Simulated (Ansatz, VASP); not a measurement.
# One calculation of Os, two programs

Contents of INCAR:

```
PREC     = Accurate       # precision mode
ENCUT    = 520            # plane-wave cutoff, eV
EDIFF    = 1E-7           # SCF threshold, eV
ISMEAR   = -1             # smearing method
SIGMA    = 0.05           # smearing width, eV
LREAL    = F              # projectors in reciprocal space
LASPH    = T              # aspherical terms in the spheres
NELM     = 100            # most SCF steps
ALGO     = Normal         # electronic algorithm
ISIF     = 2              # what is computed and relaxed
LWAVE    = F              # write WAVECAR
LCHARG   = F              # write CHGCAR
GGA      = PE             # functional
NBANDS   = 10             # bands
```

The input KPOINTS:

```
Automatic mesh
0
Gamma
  14 14 14
```

POSCAR

```
Os
1.0
    0.0000000000      1.9831469396      1.9831469396
    1.9831469396      0.0000000000      1.9831469396
    1.9831469396      1.9831469396      0.0000000000
Os
1
Direct
    0.0000000000      0.0000000000      0.0000000000
```

Input for Ansatz:

```yaml
crystal:
  lattice:
    - [0.0, 1.9831469396, 1.9831469396]
    - [1.9831469396, 0.0, 1.9831469396]
    - [1.9831469396, 1.9831469396, 0.0]
  atoms:
    - { symbol: Os, position: [0.0, 0.0, 0.0] }
kpoints:
  mp_grid: { grid: [14, 14, 14] }
  band_path:
    path:
      - [0.0, 0.0, 0.0]
      - [0.5, 0.0, 0.5]
      - [0.625, 0.25, 0.625]
      - [0.375, 0.375, 0.75]
      - [0.0, 0.0, 0.0]
      - [0.5, 0.5, 0.5]
      - [0.5, 0.25, 0.75]
      - [0.5, 0.0, 0.5]
    npoints: 5
scf:
  occupations: { method: fermi_dirac, width: 0.05 }
hamiltonian:
  xc: pbe
  pseudopotentials: { kind: all_electron, lapw: { basis_error: 0.0005 } }
output:
  forces: true
  stress: true
  eigenvalues: true
```

Change from the starting cell: volume scaled by 1.06.

Alike in both runs: task single point; functional PBE; k mesh 14 × 14 × 14; occupations fermi-dirac, width 0.05 eV; no spin polarisation.

|  | VASP | Ansatz |
| --- | --- | --- |
| version | VASP 6.6.1 | Ansatz 0.2.0 |
| potentials or method | VASP PAW PBE potentials, release 64 (Os) | all-electron LAPW, scalar-relativistic |
| plane-wave cutoff (eV) | 520 | see its input |

VASP gave:

* pressure (GPa): -27.2

Problem. Estimate Ansatz's values.

Solution. Pressure (GPa): -26.7.

Ansatz ran all-electron here, so the differences hold the error of VASP's frozen core and of both bases.

Caveats: so large a pressure means that the cell lies far from this level's equilibrium, or that cutoff or potentials fall short (VASP). Spin-orbit coupling is left out, which matters for the levels of Os.
